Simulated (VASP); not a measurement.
Runs of VASP 6.6.1 on WS2 (Tungstenite). It takes space group P6_3/mmc (No. 194, hexagonal). Conventional cell: a = 3.180 Å, b = 3.180 Å, c = 12.500 Å, α = 90.00°, β = 90.00°, γ = 120.00°. Around W (site symmetry -6m2) lie 6 S at 2.41 Å. Around S (site symmetry 3m) lie 3 W at 2.41 Å. 

```tsv
task	level	potentials or basis	k mesh	cutoff (eV)	smearing	ladder	GW scheme	GW iterations	cutoff of the response function	frequency points	mesh quality	gap on the mesh (eV)	pressure (GPa)	largest force (eV/Å)
single point	LDA	VASP PAW LDA potentials, release 54 (W_sv, S)	10 × 10 × 3	520	gaussian 0.02 eV	-	-	-	-	-	not flagged	1.05	-5.3	0.31
band structure	r2SCAN	VASP PAW PBE potentials, release 64 (W_sv, S)	10 × 10 × 4	520	gaussian 0.02 eV	gaps	-	-	-	-	not flagged	(a)	0.4	0.09
Born charges and dielectric tensor	PBE	VASP PAW PBE potentials, release 64 (W_sv, S)	10 × 10 × 4	520	gaussian 0.02 eV	gaps	-	-	-	-	not flagged	1.14	-	-
band structure	PBEsol	VASP PAW PBE potentials, release 64 (W_sv, S)	10 × 10 × 4	520	gaussian 0.02 eV	gaps	-	-	-	-	not flagged	1.09	-	-
band structure	LDA	VASP PAW LDA potentials, release 64 (W_sv, S)	10 × 10 × 4	520	gaussian 0.02 eV	gaps	-	-	-	-	not flagged	1.05	-	-
single point	PBEsol	VASP PAW PBE potentials, release 64 (W_sv, S)	10 × 10 × 3	520	fermi-dirac 0.05 eV	free	-	-	-	-	not flagged	1.09	-2.6	0.13
single point	PBE	VASP PAW PBE potentials, release 64 (W_sv, S)	10 × 10 × 3	520	fermi-dirac 0.05 eV	-	-	-	-	-	not flagged	1.14	2.2	0.13
band structure	PBE	VASP PAW PBE potentials, release 64 (W_sv, S)	10 × 10 × 4	520	gaussian 0.02 eV	gaps	-	-	-	-	not flagged	1.14	-	-
single point	PBE	VASP PAW PBE potentials, release 64 (W_sv_GW, S_GW)	10 × 10 × 3	550	gaussian 0.05 eV	-	-	-	-	-	not flagged	(b)	1.9	0.14
```

Alike in all rows: no spin polarisation; cell as given.

**Question.** Estimate the missing entries.

**Answer.** (a) 1.24; (b) 1.12.

Caveats: spin-orbit coupling is left out, which moves the levels of the heavy elements; this functional lacks dispersion, which binds the layers, so the pressure and a relaxed spacing across them are unreliable (some runs); an odd mesh through Γ misses points on the zone boundary, where band edges often lie (some runs); the PAW data sets were made with another functional, which shifts forces and pressure a little (some runs).

A k mesh can miss the band edges, and the runs leave out spin-orbit coupling on W.

Not every run made on this cell is shown here.
